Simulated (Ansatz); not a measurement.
# LiCl: energy along a strain

LiCl, P6_3mc, a = 3.925 Å, c = 6.357 Å (as given, not relaxed at this level: -2.7 GPa, forces to 0.02 eV/Å). This isn't the usual stable structure of the compound. Ansatz: LDA, PAW, 420 eV, Γ-centred 9×9×4 mesh on 4 atoms, Gaussian smearing 0.05 eV; no spin polarisation. Cell vectors (Å): 3.925 0.000 0.000; -1.962 3.399 0.000; 0.000 0.000 6.357. The cell is strained by x per cent times the pattern (1 1 0 0 0 0) in the order xx yy zz yz xz xy (engineering shears), with fractional coordinates held. y is the free energy over the start, V0 = 21.203 Å³/atom.

| x (%) | y (meV/atom) |
| --- | --- |
| -6.00 | ? |
| -4.50 | -16.38 |
| -3.00 | -14.72 |
| -1.50 | -9.07 |
| 0.00 | 0.00 |
| 1.50 | 11.98 |
| 3.00 | 26.43 |
| 4.50 | 42.96 |
| 5.25 | 51.90 |
| 6.00 | 61.23 |

Problem. Fit y = c1 x + c2 x² + c3 x³ to the other rows, get the stiffness along the pattern, and predict the missing energy.

Solution. Least squares on the rows shown. y = 7.0458 x + 0.65632 x² − 0.021840 x³. The clamped-ion stiffness p·C·p = 2 × 6.563 eV × 160.2 / 21.203 Å³ = 99 GPa (second derivative at the start, which stands under stress). At x = -6.00 the fit asked for gives -13.93 meV/atom. The run gave -13.41 meV/atom, so the fit is 0.52 meV/atom too low, 0.67 % of the span of the series, against an rms of 0.05 meV/atom on the fitted rows. The row lies outside the fitted range. With a term in x⁴ added, a fit to the same known rows predicts -13.43 meV/atom, so most of the miss is curvature that the known rows already hold.